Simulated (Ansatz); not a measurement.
# NiO, space group Fm-3m: a frozen displacement of one atom

Computed with Ansatz's Python interface.

Notebook, run cell by cell (the value of a cell's last expression is shown):

**Cell 1**
```python
import ansatz as az
import numpy as np

nio = (
    az.Lattice.of((0.0, 2.0859, 2.0859), (2.0859, 0.0, 2.0859), (2.0859, 2.0859, 0.0))
    .atom("Ni", (0.0, 0.0, 0.0))
    .atom("O", (0.5, 0.5, 0.5))
    .moments(Ni=2.0)
)
```

**Cell 2**
```python
inverse = np.linalg.inv(np.array(nio.lattice.vectors))
home = np.array(nio.sites[1].position)
values = np.linspace(-0.2, 0.2, 5)
energies, pulls = [], []
for shift in values:
    moved = nio.move(1, to=home + shift * inverse[2])
    calc = moved.calculation()
    calc = calc.occupations("fermi_dirac", width=0.05)
    calc = calc.functional(az.Functional.PBE).pseudopotentials("paw")
    calc = calc.spin("collinear")
    calc = calc.kpoints(11, center="gamma")
    calc = calc.forces()
    summary = calc.run(threads=1).report
    energies.append(summary["free_energy_ev"])
    pulls.append(summary["forces_ev_ang"][1][2])

# the force is minus the slope of the free energy
print("shift (A)   dE (eV)   force along z (eV/A)")
for shift, e, f in zip(values, energies, pulls):
    print(f"{shift:8.3f} {e - energies[2]:10.5f} {f:12.4f}")
print(f"stiffness from energies {2 * np.polyfit(values, energies, 2)[0]:.3f}, from forces {-np.polyfit(values, pulls, 1)[0]:.3f} eV/A^2")
```
Output:
```text
DeckWarning: basis.ecutwfc = 420 eV, auto-derived from the records' recommended cutoffs: set by Ni (normal level)
shift (A)   dE (eV)   force along z (eV/A)
  -0.200    0.06951       0.9665
  -0.100    0.01378       0.2799
   0.000    0.00000       0.0000
   0.100    0.01378      -0.2799
   0.200    0.06951      -0.9665
stiffness from energies 3.578, from forces 4.426 eV/A^2
```

Other magnetic orders than the one started from may lie lower. The mesh is modest for a metal, so energies can be off by several to tens of meV an atom and pressures by half a GPa or more; differences at equal mesh fare better. In a metal a curvature from energy changes of a few meV or less hangs on mesh and smearing, in size and even in sign. With one magnetic atom the cell can hold only ferromagnetic order. Without a Hubbard U or exact exchange, semilocal functionals often make such 3d compounds metallic or too weakly gapped. The structure is a deposited one; some such entries were measured under pressure or heat, so a shift against it needn't be the functional's error alone. Warnings are shown shortened and without file and line. All periodic images of the atom move with it, so the curvature is one diagonal element of the zone-centre force constants and no normal mode; a positive value doesn't exclude soft modes in which several atoms move. Run time: 38 s on 1 thread of Intel(R) Xeon(R) Processor @ 2.30GHz (shared host), peak memory 0.54 GiB.
